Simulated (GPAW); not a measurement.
Te2Mo:

```
CELL_PARAMETERS angstrom
3.51820 0.00000 0.00000
-1.75910 3.04685 0.00000
0.00000 0.00000 13.97360
ATOMIC_POSITIONS crystal
Te 0.66667 0.33333 0.37900
Te 0.33333 0.66667 0.87900
Te 0.66667 0.33333 0.12100
Te 0.33333 0.66667 0.62100
Mo 0.66667 0.33333 0.75000
Mo 0.33333 0.66667 0.25000
```

Base run:

| Property | Result |
| --- | --- |
| Program | GPAW 26.7.0 |
| Functional | PBEsol |
| Potentials or basis | PAW data sets generated in the run's folder for this functional |
| Cutoff | 600 eV |
| Basis | pw |
| k mesh | 6 × 6 × 2 |
| Occupations | fermi-dirac, width 0.05 eV |
| Spin | no spin polarisation |
| Hubbard terms | Mo d U = 2 eV |

Its results: band gap on the k mesh 0.79 eV, indirect (least direct gap 1.03 eV); pressure -1.7 GPa; largest force 0.154 eV/Å.

**Question.** The run is repeated on the same cell with these changes: hubbard terms from Mo d U = 2 eV to Mo d U = 6 eV. What comes out?

**Answer.** Band gap on the k mesh 0.53 eV, indirect (least direct gap 1.27 eV); pressure -1.7 GPa; largest force 0.126 eV/Å.

Caveats: spin-orbit coupling is left out, which moves the levels of the heavy elements; the mesh misses the band edges, which the band path finds closer together; this functional lacks dispersion, which binds the layers, so the pressure and a relaxed spacing across them are unreliable; the U is typed as a test and isn't derived for this compound.

Not every run made on this cell is shown here.
